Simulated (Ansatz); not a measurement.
Density of states of a Hf$_{8}$Si$_{15}$ cell (a crystal with Si atoms taken out, relaxed), per eV and atom, broadened by Gaussian smearing of width 0.1 eV and averaged over bins of 0.2 eV, from 8 eV under the Fermi level at most up to where the solved bands end.

Computed with DFT PBEsol, scalar-relativistic, plane waves, PAW in Ansatz.

Plane waves to 420 eV, a k mesh through Γ of 5×5×5 on the computed 23-atom cell and Gaussian smearing (0.10 eV); no spin polarisation.

```xyz
23
Lattice="0.0000 0.0000 7.2798 -7.2852 0.0022 0.0000 1.8235 -7.1248 0.0000" Properties=species:S:1:pos:R:3 pbc="T T T"
Hf   -1.8199   -5.6348    0.9114
Hf   -1.7704   -5.6335    4.5513
Hf   -5.4668   -5.6457    0.9114
Hf   -5.5166   -5.6432    4.5513
Hf    0.0067   -1.4622    2.7377
Hf    0.0067   -1.4622    6.3648
Hf   -3.6483   -1.4654    2.6787
Hf   -3.6483   -1.4654    6.4238
Si   -1.8082   -0.7988    0.9114
Si   -1.8634   -0.8290    4.5512
Si   -5.4744   -0.7268    0.9113
Si   -5.4172   -0.8419    4.5513
Si   -0.0059   -6.3555    2.7296
Si   -0.0059   -6.3560    6.3729
Si   -3.6348   -6.2764    2.7700
Si   -3.6348   -6.2759    6.3325
Si    0.0052   -3.5468    0.9114
Si   -0.0016   -3.5510    4.5513
Si   -3.6440   -3.5684    0.9114
Si   -1.8526   -3.5611    2.7595
Si   -1.8526   -3.5612    6.3430
Si   -5.4415   -3.5632    2.7582
Si   -5.4416   -3.5633    6.3444
```

```
E − E_F (eV) total Si 3p Hf 5d Si 3s Hf 6s
       -7.95  0.258  0.070  0.057  0.118  0.007
       -7.75  0.216  0.064  0.043  0.094  0.010
       -7.55  0.208  0.064  0.041  0.088  0.011
       -7.35  0.230  0.066  0.047  0.104  0.008
       -7.15  0.316  0.081  0.069  0.150  0.008
       -6.95  0.294  0.072  0.073  0.134  0.009
       -6.75  0.204  0.052  0.051  0.088  0.008
       -6.55  0.161  0.045  0.035  0.070  0.007
       -6.35  0.223  0.079  0.045  0.080  0.014
       -6.15  0.281  0.112  0.055  0.086  0.021
       -5.95  0.100  0.045  0.021  0.024  0.007
       -5.75  0.222  0.119  0.041  0.041  0.015
       -5.55  0.287  0.137  0.058  0.069  0.016
       -5.35  0.321  0.166  0.063  0.063  0.020
       -5.15  0.335  0.186  0.068  0.048  0.024
       -4.95  0.427  0.238  0.089  0.063  0.025
       -4.75  0.276  0.159  0.061  0.033  0.016
       -4.55  0.314  0.187  0.072  0.031  0.017
       -4.35  0.354  0.203  0.085  0.039  0.018
       -4.15  0.415  0.232  0.106  0.045  0.020
       -3.95  0.467  0.264  0.122  0.047  0.023
       -3.75  0.417  0.241  0.110  0.037  0.018
       -3.55  0.445  0.269  0.114  0.034  0.016
       -3.35  0.469  0.282  0.133  0.030  0.011
       -3.15  0.578  0.345  0.168  0.037  0.009
       -2.95  0.756  0.442  0.238  0.042  0.010
       -2.75  0.724  0.405  0.253  0.036  0.009
       -2.55  0.745  0.411  0.275  0.030  0.008
       -2.35  0.808  0.428  0.321  0.029  0.008
       -2.15  0.757  0.392  0.317  0.022  0.007
       -1.95  0.728  0.364  0.320  0.020  0.006
       -1.75  0.660  0.310  0.305  0.023  0.005
       -1.55  0.626  0.279  0.303  0.022  0.005
       -1.35  0.487  0.203  0.249  0.016  0.004
       -1.15  0.445  0.180  0.232  0.016  0.003
       -0.95  0.401  0.152  0.217  0.017  0.003
       -0.75  0.356  0.131  0.197  0.013  0.003
       -0.55  0.320  0.110  0.183  0.011  0.004
       -0.35  0.326  0.110  0.188  0.012  0.004
       -0.15  0.299  0.102  0.172  0.009  0.004
        0.05  0.227  0.072  0.137  0.006  0.002
        0.25  0.187  0.056  0.110  0.008  0.004
        0.45  0.259  0.075  0.154  0.011  0.006
        0.65  0.294  0.083  0.167  0.019  0.008
        0.85  0.364  0.111  0.194  0.029  0.009
        1.05  0.385  0.119  0.203  0.031  0.009
        1.25  0.513  0.155  0.253  0.054  0.015
```

The columns after the total are the largest Löwdin projections on the valence shells of the potentials, so they needn't add up, and the weight of a shell that a potential lacks goes to other orbitals. The cell has no gap on the mesh.

Spin-orbit coupling is left out, which matters for the bands of heavy elements.

Cost: 2 runs of about 8.3 core-minutes in all (earlier runs that led there not counted), on Intel Xeon 6975P-C (Granite Rapids) (shared hosts).